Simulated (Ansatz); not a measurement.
MgF$_{2}$:
```
CELL_PARAMETERS angstrom
      4.69764     0.00000     0.00000
      0.00000     4.69764     0.00000
      0.00000     0.00000     3.09292
ATOMIC_POSITIONS crystal
  Mg 0.50000 0.50000 0.50000
  Mg 0.00000 0.00000 0.00000
  F  0.69643 0.69643 0.00000
  F  0.30357 0.30357 0.00000
  F  0.80357 0.19643 0.50000
  F  0.19643 0.80357 0.50000
```

Relaxed with PBE. Special points in fractions of this cell's reciprocal vectors: Γ (0.000, 0.000, 0.000); X (0.000, 0.500, 0.000); M (0.500, 0.500, 0.000); Z (0.000, 0.000, 0.500); R (0.000, 0.500, 0.500); A (0.500, 0.500, 0.500).

Problem. List the band energies nearest the valence-band maximum at these points for DFT-PBE in the program Ansatz with PAW potentials.

Solution. In eV from the valence-band maximum; about four levels below and three above (degenerate sets whole), none deeper than 8.9 eV; points with the same levels are listed once.

```json
[
 {"k": "Γ", "below": "-0.71 -0.31 -0.31 0.00", "above": "6.84 12.00 12.00"},
 {"k": "X", "below": "-0.94 -0.94 -0.36 -0.36", "above": "9.19 9.19 13.22 13.22"},
 {"k": "M", "below": "-0.90 -0.90 -0.72 -0.72", "above": "10.79 10.79 11.02 11.02"},
 {"k": "Z", "below": "-1.06 -1.06 -0.80 -0.80", "above": "11.50 11.50 14.69 14.69"},
 {"k": "R", "below": "-0.70 -0.70 -0.62 -0.62", "above": "12.44 12.44 13.04 13.04"},
 {"k": "A", "below": "-0.57 -0.57 -0.46 -0.46", "above": "12.86 12.86 13.10 13.10"}
]
```

Space group P4_2/mnm (rutile). The PBE relaxation kept the symmetry of its start.

Potentials: the later of the program's two PAW sets.
